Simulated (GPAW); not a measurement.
Na2S:

```
S Na
1.0
     0.00000    3.27350    3.27350
     3.27350    0.00000    3.27350
     3.27350    3.27350    0.00000
S Na
1 2
Direct
  0.00000 0.00000 0.00000
  0.75000 0.75000 0.75000
  0.25000 0.25000 0.25000
```

- Program: GPAW 26.7.0
- Task: relaxation of cell and atoms
- Functional: PBEsol
- Dispersion: D3(BJ)
- Potentials or basis: PAW data sets generated in the run's folder for this functional
- Cutoff: 800 eV
- Basis: pw
- k mesh: 7 × 7 × 7
- Occupations: fermi-dirac, width 0.05 eV
- Spin: no spin polarisation

At the start: pressure -2.1 GPa; volume 23.39 Å³/atom.

Problem. Where does the relaxation end?

Solution. Over 4 steps the energy falls by 11.7 meV/atom and the volume is 21.74 Å³/atom (-7.1 %); space group Fm-3m (No. 225, to 0.05 Å).

The path:
```
step  energy change (eV)  largest force (eV/Å)  pressure (GPa)  volume (Å³)
   1              0.0000                0.0000           -2.14        70.16
   2             -0.0040                0.0000           -2.03        69.84
   3             -0.0348                0.0000            0.23        64.75
   4             -0.0351                0.0000           -0.02        65.21
```

Final structure:
```yaml
crystal:
  lattice:
    - [0.00000, 3.19465, 3.19465]
    - [3.19465, 0.00000, 3.19465]
    - [3.19465, 3.19465, 0.00000]
  atoms:
    - { symbol: S, position: [0.00000, 0.00000, 0.00000] }
    - { symbol: Na, position: [0.75000, 0.75000, 0.75000] }
    - { symbol: Na, position: [0.25000, 0.25000, 0.25000] }
```

Caveat: later steps reuse the first step's grids.
